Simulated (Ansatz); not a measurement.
Input of an Ansatz 0.2.0 run:

Contents of input.yaml:

```yaml
crystal:
  lattice:
    - [2.7235, 0.0, 0.0]
    - [0.0, 2.7235, 0.0]
    - [0.0, 0.0, 3.72]
  atoms:
    - { symbol: Pt, position: [0.5, 0.5, 0.5] }
    - { symbol: Fe, position: [0.0, 0.0, 0.0], spin: 3.0 }
kpoints:
  mp_grid: { grid: [10, 10, 7] }
scf:
  occupations: { method: gaussian, width: 0.015 }
hamiltonian:
  xc: pbe
  pseudopotentials: { kind: all_electron, lapw: { basis_error: 0.001 } }
magnetization:
  spin_polarized: true
output:
  forces: true
  stress: true
  eigenvalues: true
```

Potentials or basis: all-electron LAPW, scalar-relativistic.

Command:

```bash
$ ansatz run input.yaml --threads 2 --pin off --max-ram 6144MiB --backend cpu --events-out ev --progress --plain --runs-dir out
```

Question: What does it give for the absolute moment?

Answer: 3.46 μB per cell.

Question: What does it give for the band gap on the k mesh?

Answer: None (metal or under the smearing width).

Stress tensor (GPa, compression positive):
```
3.20 0.00 0.00
0.00 3.20 0.00
0.00 0.00 3.67
```

The run has no spin-orbit coupling, so splittings on Pt are missing.
